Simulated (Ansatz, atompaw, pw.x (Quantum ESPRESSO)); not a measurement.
**What a changed setting does to a pw.x run (sc P)**

Potential: PAW, atompaw 4.2.0.5, PBE; core [Ne], reference 3s2 3p3; waves: 3s (bound): rc 2.05 bohr; 3s channel at 1.25 Ry: rc 2.05 bohr; 3p (bound): rc 2.05 bohr; 3p channel at 3.2 Ry: rc 2.05 bohr; 3d channel at 0.05 Ry: rc 1.85 bohr; 3d channel at 2.05 Ry: rc 1.85 bohr; local part: vpsmatchnc scheme with l = 3 at 0.5 Ry, radius 1.40 bohr; core correction: smooth core density matched at 1.30 bohr; augmentation: sinc compensation charge, radius 1.80 bohr; PAW radius 2.05 bohr; waves and projectors: custom rrkj gramschmidtortho.

The reference run (k-mesh 13³, cutoffs 40/400 Ry, Fermi–Dirac 0.01 Ry, mixing_beta 0.4, conv_thr 1e-9, no spin) gives -0.01 GPa at 14.621 Å³/atom, where all-electron LAPW gives 0.27 GPa. This run, with its own iteration cap, changes nspin = 2 with starting_magnetization to 0.2.

```
&control
  calculation='scf', prefix='x', pseudo_dir='./', outdir='./tmp', tstress=.true., disk_io='none'
/
&system
  ibrav=0, nat=1, ntyp=1, ecutwfc=40, ecutrho=400, nbnd=9,
  occupations='smearing', smearing='fd', degauss=0.01, nspin=2, starting_magnetization(1)=0.2
/
&electrons
  conv_thr=1e-09, mixing_beta=0.4, electron_maxstep=60
/
ATOMIC_SPECIES
P 1.0 P.UPF
CELL_PARAMETERS angstrom
  2.44526365 0.00000000 0.00000000
  0.00000000 2.44526365 0.00000000
  0.00000000 0.00000000 2.44526365
ATOMIC_POSITIONS crystal
P 0.0000 0.0000 0.0000
K_POINTS automatic
13 13 13 0 0 0
```

```bash
pw.x < P.scf.in > P.scf.out
```

Question: How does the run end?

Answer: It converges in 26 iterations; the free energy moves by +0.1 meV/atom and the pressure by +0.00 GPa. The result is that of the reference run.

```
Message from routine setup:
     using ibrav=0 with symmetry is DISCOURAGED, use correct ibrav instead
     lattice parameter (alat)  =       4.6209  a.u.
     unit-cell volume          =      98.6674 (a.u.)^3
     number of electrons       =         5.00
     number of Kohn-Sham states=            9
     kinetic-energy cutoff     =      40.0000  Ry
     charge density cutoff     =     400.0000  Ry
     scf convergence threshold =      1.0E-09
     Exchange-correlation= SLA PW PBX PBC
     atomic species   magnetization
     number of k points=    84  Fermi-Dirac smearing, width (Ry)=  0.0100
     negative rho (up, down):  3.992E-05 2.661E-05
     iteration #  1     ecut=    40.00 Ry     beta= 0.40
     negative rho (up, down):  1.089E-04 3.752E-05
     total energy              =     -55.52254417 Ry
     estimated scf accuracy    <       0.00805257 Ry
     total magnetization       =     0.18 Bohr mag/cell
     absolute magnetization    =     0.18 Bohr mag/cell
     iteration #  2     ecut=    40.00 Ry     beta= 0.40
     negative rho (up, down):  3.749E-04 5.708E-05
     total energy              =     -55.52810880 Ry
     estimated scf accuracy    <       0.00320807 Ry
     total magnetization       =     0.11 Bohr mag/cell
     absolute magnetization    =     0.11 Bohr mag/cell
     iteration #  3     ecut=    40.00 Ry     beta= 0.40
     negative rho (up, down):  3.486E-04 9.643E-05
     total energy              =     -55.52962242 Ry
     estimated scf accuracy    <       0.00004627 Ry
     total magnetization       =     0.01 Bohr mag/cell
     absolute magnetization    =     0.02 Bohr mag/cell
     [... 20 iterations left out ...]
     iteration # 24     ecut=    40.00 Ry     beta= 0.40
     c_bands:  2 eigenvalues not converged
     negative rho (up, down):  3.699E-04 3.459E-04
     total energy              =     -55.52994872 Ry
     estimated scf accuracy    <          1.3E-09 Ry
     total magnetization       =     0.00 Bohr mag/cell
     absolute magnetization    =     0.00 Bohr mag/cell
     iteration # 25     ecut=    40.00 Ry     beta= 0.40
     negative rho (up, down):  3.687E-04 3.487E-04
     total energy              =     -55.52994872 Ry
     estimated scf accuracy    <          1.1E-09 Ry
     total magnetization       =     0.00 Bohr mag/cell
     absolute magnetization    =     0.00 Bohr mag/cell
     iteration # 26     ecut=    40.00 Ry     beta= 0.40
     negative rho (up, down):  3.638E-04 3.514E-04
     the Fermi energy is    11.0442 ev
!    total energy              =     -55.52994873 Ry
     estimated scf accuracy    <          8.8E-10 Ry
     smearing contrib. (-TS)   =      -0.00128893 Ry
     total magnetization       =     0.00 Bohr mag/cell
     absolute magnetization    =     0.00 Bohr mag/cell
     convergence has been achieved in  26 iterations
     negative rho (up, down):  3.638E-04 3.514E-04
          total   stress  (Ry/bohr**3)                   (kbar)     P=       -0.17
     Message from routine punch:
     Nothing written, as per user request (disk_io='none')
```

The run took about 29 s on one core of a shared host (Intel(R) Xeon(R) Platinum 8488C, 192 threads, 744 GiB, load 55).
